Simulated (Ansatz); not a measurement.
Zr, one cell by several methods

```
Zr
1.0
     0.00000    2.28961    2.18735
     2.28961    0.00000    2.18735
     2.28961    2.28961    0.00000
Zr
1
Direct
  0.00000 0.00000 0.00000
```

The cell is COD entry 1534901, as deposited and not checked against the literature; nothing was relaxed. The listed cell was then made from it by scaling, straining or moving an atom.

All numbers are computed: DFT, PBE, PAW with Ansatz's default frozen-core files, scalar-relativistic (Ansatz 0.2.0); DFT, PBE, all-electron PAW with datasets made for the crystal, scalar-relativistic (Ansatz 0.2.0); DFT, PBE, all-electron LAPW, scalar-relativistic (Ansatz 0.2.0).

For PAW: a Γ-centred 13×13×13 k mesh, Fermi–Dirac smearing of 0.05 eV, cutoff 420 eV, no spin polarisation. The crystal-made all-electron datasets (AE datasets) take a cutoff of 240 eV at this cell. LAPW targets a basis error of 0.5 meV/atom. The Ansatz runs share mesh, smearing and spin set-up. Plane-wave (PAW) pressures include the program's estimate of the Pulay term.

Stress and pressure are positive in compression.

The change that made this cell: z strained by -3 % at fixed volume.

No spin–orbit coupling: at heavy atoms the gradients can be off by tens of per cent for that reason.

In a metal, gradients converge slowly with the k mesh: the values move by tens of per cent from one mesh to another, at times in sign, so only the comparison on one mesh counts.

| quantity | PAW | AE datasets | LAPW |
| --- | --- | --- | --- |
| pressure (GPa) | 1.07 | 1.09 | 1.09 |
| stress xx (GPa) | 0.73 | 0.75 | 0.75 |
| stress zz (GPa) | 1.76 | 1.78 | 1.78 |
| field gradient Vzz at Zr (10²¹ V/m²) | 0.78 | 0.77 | – |

PAW's pressure differs from the LAPW value by -0.02 GPa.
